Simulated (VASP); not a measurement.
The system is MgSe.

```
Se Mg
1.0
     0.00000    2.72550    2.72550
     2.72550    0.00000    2.72550
     2.72550    2.72550    0.00000
Se Mg
1 1
Direct
  0.50000 0.50000 0.50000
  0.00000 0.00000 0.00000
```

Base run:

- Program: VASP 6.6.1
- Functional: PBEsol
- Potentials or basis: VASP PAW PBE potentials, release 64 (Se, Mg)
- Cutoff: 520 eV
- k mesh: 8 × 8 × 8
- Occupations: gaussian, width 0.1 eV
- Spin: no spin polarisation

Its results: band gap on the k mesh 1.76 eV, indirect (least direct gap 2.50 eV); pressure -0.1 GPa.

Question: The run is repeated on the same cell with these changes: functional from PBEsol to PBE; further incar settings from ALGO = Fast; EDIFF = 1.00e-06; NBANDS = 11 to ALGO = Normal; EDIFF = 1.00e-06. What comes out?

Answer: Band gap on the k mesh 1.80 eV, indirect (least direct gap 2.60 eV); pressure 1.9 GPa.

Caveats: the PAW data sets were made with another functional, which shifts forces and pressure a little (some runs).

A k mesh can miss the band edges.
